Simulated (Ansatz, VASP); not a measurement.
Two plane-wave programs on Fe

```
Fe
1.0
    -1.41631    1.41631    1.41631
     1.41631   -1.41631    1.41631
     1.41631    1.41631   -1.41631
Fe
1
Cartesian
  0.0000 0.0000 0.0000
```

Alike in both runs: task single point; functional PBE; k mesh 7 × 7 × 7; occupations fermi-dirac, width 0.05 eV; collinear spin.

|  | VASP | Ansatz |
| --- | --- | --- |
| version | VASP 6.6.1 | Ansatz 0.2.0 |
| potentials or method | VASP PAW PBE potentials, release 64 (Fe) | plane waves (420 eV) with PAW, scalar-relativistic |
| plane-wave cutoff (eV) | 520 | 420 |
| valence electrons in the cell | 8 | 16 |

VASP gave:

| Property | Result |
| --- | --- |
| pressure (GPa) | 1.5 |
| net moment per atom (μB) | 2.30 |
| size of the moment on the site where the two differ most (μB) | 2.29 |

Q: Estimate Ansatz's values.

A: Pressure (GPa): 1.6; net moment per atom (μB): 2.28; size of the moment on the site where the two differ most (μB): 2.31.

Site moments also hang on the region over which each program counts them. The two sets of potentials don't hold the same shells in valence.

Caveats: the k mesh is coarse (spacing up to 0.45 Å⁻¹), so the values aren't converged.
